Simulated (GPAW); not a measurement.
**BaTiO3 in GPAW: convergence with plane-wave cutoff (eV)**

BaTiO3:

```
CELL_PARAMETERS angstrom
4.00600 0.00000 0.00000
0.00000 4.00600 0.00000
0.00000 0.00000 4.00600
ATOMIC_POSITIONS crystal
Ba 0.50000 0.50000 0.50000
Ti 0.00000 0.00000 0.00000
O 0.00000 0.00000 0.50000
O 0.00000 0.50000 0.00000
O 0.50000 0.00000 0.00000
```

| Item | Value |
| --- | --- |
| Program | GPAW 26.7.0 |
| Task | convergence study |
| Functional | LDA |
| Potentials or basis | the program's PAW data sets (release 1.2.1) made for this functional |
| Cutoff | 300 eV |
| Basis | pw |
| k mesh | 5 × 5 × 5 |
| Occupations | fermi-dirac, width 0.05 eV |
| Spin | no spin polarisation |

These are the settings of the first run; the series varies plane-wave cutoff (eV), with any setting tied to it.

Hardware: 1 thread of Arm Neoverse V1 (shared host).

| plane-wave cutoff (eV) | energy less the tightest run, at zero smearing (meV/atom) | pressure (GPa) | gap on the mesh (eV) | SCF cycles | CPU time (s) | peak memory (GiB) |
| --- | --- | --- | --- | --- | --- | --- |
| 300 | 4441.93 | -145.71 | 1.572 | 11 | 9.8 | 0.14 |
| 350 | 2288.98 | -95.86 | 1.725 | 10 | 10 | 0.15 |
| 400 | 1157.91 | -60.61 | 1.777 | 10 | 9.6 | 0.15 |
| 500 | 275.66 | -24.42 | 1.801 | 11 | 15 | 0.16 |
| 600 | 61.25 | -12.46 | 1.808 | 10 | 17 | 0.17 |
| 700 | 12.29 | -8.87 | 1.806 | 10 | 19 | 0.18 |
| 800 | 2.81 | -7.94 | 1.806 | 10 | 27 | 0.2 |
| 1000 | 0.67 | -7.74 | 1.806 | 10 | 36 | 0.23 |
| 1200 | 0.00 | -7.73 | 1.806 | 10 | 50 | 0.28 |

Against the tightest run, the energy stays within 1 meV/atom from 1000 on; the pressure stays within 0.1 GPa from 1000 on; the gap on the mesh stays within 0.01 eV from 500 on. The tightest run that finished is the yardstick and may itself not be fully converged.

Caveat, for the tightest run too: spin-orbit coupling is left out, which moves the levels of the heavy elements; an odd mesh through Γ misses points on the zone boundary, where band edges often lie.
